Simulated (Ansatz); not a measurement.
# Sensitivity of the gradients in Ge3N4 to the input

Cell: an entry of the Crystallography Open Database (COD), taken as it stands.

```cif
data_Ge3N4
_symmetry_space_group_name_H-M 'Fd-3m:1'
_symmetry_Int_Tables_number 227
_cell_length_a 8.3091
_cell_length_b 8.3091
_cell_length_c 8.3091
_cell_angle_alpha 90.000
_cell_angle_beta 90.000
_cell_angle_gamma 90.000
loop_
_atom_site_label
_atom_site_type_symbol
_atom_site_symmetry_multiplicity
_atom_site_Wyckoff_symbol
_atom_site_fract_x
_atom_site_fract_y
_atom_site_fract_z
Ge1 Ge 16 d 0.1250 0.1250 0.6250
Ge5 Ge 8 a 0.5000 0.5000 0.0000
N N 32 e 0.8832 0.8832 0.3832
```

One atom of each set is listed; the run and its k-mesh use a cell of 14 atoms with edges of 5.88, 5.88, 5.88 Å.

Reference run. The numbers come from a DFT calculation in Ansatz (PBE, plane waves and PAW, scalar-relativistic, 420 eV cutoff, Γ-centred 6×6×6 k-points, Fermi–Dirac smearing 0.02 eV).

(1) The input is changed as follows: `crystal.lattice`: [[0.0, 4.15455, 4.15455], [4.15455, 0.0, 4.15455], [4.15455, 4.15455, 0.0]] → [[0.0, 2.908185, 2.908185], [2.908185, 0.0, 2.908185], [2.908185, 2.908185, 0.0]]; `scf.max_iter`: not typed → 60. What happens to V_zz (10²¹ V/m²) and η?

Answers

(1) 

| site | V_zz reference | η reference | V_zz changed | η changed |
| --- | --- | --- | --- | --- |
| Ge1 | -0.23 | 0.00 | -3.25 | 0.00 |
| N | 4.23 | 0.00 | 2.33 | 0.00 |

The largest change of V_zz is on Ge1, from -0.23 to -3.25. In per cent, |V_zz| changes by -45 on N (all sites that start above 0.5). Sites without a gradient aren't listed. At these positions the changed run has forces up to 14.2 eV/Å, so its atoms aren't at their own equilibrium. Its pressure is 2212 GPa, against 0 GPa in the reference run. SCF iterations: 7 and 9. The changed input holds a lattice far too small, so its numbers aren't properties of the crystal.
